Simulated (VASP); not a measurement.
**SiC (Moissanite 6H): phonons with LDA**

Crystal: SiC (Moissanite 6H).

```xyz
12
Lattice="3.0604 0.0000 0.0000 -1.5302 2.6503 0.0000 0.0000 0.0000 15.0163" Properties=species:S:1:pos:R:3 pbc="T T T"
Si    0.0000    0.0000    1.8777
Si    0.0000    0.0000    9.3858
Si    0.0000    1.7669    4.3821
Si    1.5302    0.8834   11.8902
Si    0.0000    1.7669   14.3901
Si    1.5302    0.8834    6.8820
C     0.0000    0.0000   15.0115
C     0.0000    0.0000    7.5034
C     0.0000    1.7669    2.5052
C     1.5302    0.8834   10.0134
C     0.0000    1.7669   12.5134
C     1.5302    0.8834    5.0052
```

```json
{
  "Program": "VASP 6.6.1",
  "Task": "phonons",
  "Functional": "LDA",
  "Potentials or basis": "VASP PAW LDA potentials, release 64 (Si, C)",
  "Cutoff": "600 eV",
  "k mesh": "12 × 12 × 2",
  "Occupations": "gaussian, width 0.03 eV",
  "Spin": "no spin polarisation",
  "By perturbation theory": "no",
  "Further INCAR settings": "ALGO = Fast; EDIFF = 1e-08; IBRION = 6; POTIM = 0.015; NSW = 1"
}
```

| Quantity | Value |
| --- | --- |
| Highest phonon frequency at Γ, LO-TO splitting left out | 947 cm⁻¹ |

Phonon frequencies in cm⁻¹ (negative: imaginary):
| q point | frequencies |
| --- | --- |
| (0.000, 0.000, 0.000) | 0 0 0 142 142 146 146 229 229 234 234 259 259 281 283 503 511 609 772 772 774 774 781 781 788 790 790 791 791 798 798 839 884 889 939 947 |

Wall time 25 min on 4 MPI ranks on Intel(R) Xeon(R) Platinum 8488C (Sapphire Rapids), on a shared host, peak memory 0.88 GiB a rank.
